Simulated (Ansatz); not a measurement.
Set up this calculation in Ansatz 0.2.0, as the native input.

| Property | Result |
| --- | --- |
| Task | band structure |
| Functional | r2SCAN0 |
| Potentials or basis | Ansatz PAW |
| Cutoff | 500 eV (not typed: the program's choice for these potentials) |
| k mesh | 6 × 6 × 6 |
| Occupations | fermi-dirac, width 0.05 eV |
| Spin | collinear spin, ferromagnetic start |
| Starting moments | [1.0, 0.0] μB |
| Path | [["G", "X", "W", "K", "G", "L", "U", "W", "L", "K"], ["U", "X"]] |
| Points for each segment of the path | 4 |

The system is NiO.

```
Ni O
1.0
     0.00000    2.08590    2.08590
     2.08590    0.00000    2.08590
     2.08590    2.08590    0.00000
Ni O
1 1
Cartesian
  0.0000 0.0000 0.0000
  2.0859 2.0859 2.0859
```

These files were run (other wordings do the same):

input.yaml

```yaml
crystal:
  lattice:
    - [0.0, 2.0859016414, 2.0859016414]
    - [2.0859016414, 0.0, 2.0859016414]
    - [2.0859016414, 2.0859016414, 0.0]
  atoms:
    - { symbol: Ni, position: [0.0, 0.0, 0.0], spin: 1.0 }
    - { symbol: O, position: [0.5, 0.5, 0.5] }
hamiltonian:
  xc: r2scan0
  pseudopotentials: { kind: paw }
magnetization:
  spin_polarized: true
kpoints:
  mp_grid: { grid: [6, 6, 6] }
  band_path:
    path:
      - [[0.0, 0.0, 0.0], [0.5, 0.0, 0.5], [0.5, 0.25, 0.75], [0.375, 0.375, 0.75], [0.0, 0.0, 0.0], [0.5, 0.5, 0.5], [0.625, 0.25, 0.625], [0.5, 0.25, 0.75], [0.5, 0.5, 0.5], [0.375, 0.375, 0.75]]
      - [[0.625, 0.25, 0.625], [0.5, 0.0, 0.5]]
    npoints: 4
scf:
  occupations: { method: fermi_dirac, width: 0.05 }
  n_extra_bands: 6
output:
  forces: true
  stress: true
  eigenvalues: true
  fatbands: false
```

Potentials or basis: Ansatz PAW.

Command:

```bash
$ ansatz run input.yaml --threads 2 --pin off --max-ram 5632MiB --backend cpu --events-out ev --progress --plain --runs-dir out
```

It gave:

```
Pressure                : 0.1 GPa
Band gap on the k mesh  : 4.88 eV, indirect (least direct gap 5.95 eV)
Band gap along the path : 4.88 eV, indirect (least direct gap 5.88 eV)
Net moment              : 2.00 μB per cell
Absolute moment         : 2.03 μB per cell
Site moments            : Ni +1.76; O +0.21 μB
```

Caveat: the k mesh is coarse (spacing up to 0.43 Å⁻¹), so the values aren't converged, least of all with exact exchange; the magnetic or orbital state may not be the lowest; the pressure holds a Pulay correction of +0.6 GPa for the finite cutoff; a cell with one magnetic atom can't hold antiferromagnetic order, which such compounds often take; the PAW data sets come from PBE, with cores solved anew for the run's functional, which leaves a small shift of forces and pressure; the thresholds are loose for stress.

Run time: 4.2 min on 2 threads of Arm Neoverse V1, with other jobs on the host, peak memory 0.89 GiB.
